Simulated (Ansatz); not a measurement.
Runs of Ansatz 0.2.0 on C. The cell holds a slab with vacuum, 4 atoms: a = 2.456 Å, b = 2.456 Å, c = 23.524 Å, α = 90.00°, β = 90.00°, γ = 120.00°. 

| task | level | cell | cutoff (eV) | basis error allowed | gap on the mesh (eV) | work function (eV) |
| --- | --- | --- | --- | --- | --- | --- |
| single point | PBE | the (0 0 1) slab of C, cut from the database cell, not relaxed | 528 | 0.001 eV/atom | none | 4.21 |
| single point | PBE | as given | 482 | 0.002 eV/atom | none | 4.21 |
| single point | PBEsol | as given | 483 | 0.002 eV/atom | none | (a) |
| projected density of states | PBE | the (0 0 1) slab of C, cut from the database cell, not relaxed | 482 | 0.002 eV/atom | - | 4.21 |
| single point | LDA | as given | 486 | 0.002 eV/atom | none | 4.52 |

Alike in all rows: potentials or basis all-electron LAPW, scalar-relativistic; no spin polarisation; k mesh 12 × 12 × 1; smearing fermi-dirac 0.05 eV.

Question: Estimate the missing entries.

Answer: (a) 4.30.

A gap of «none» marks a metal or a gap under the smearing width.
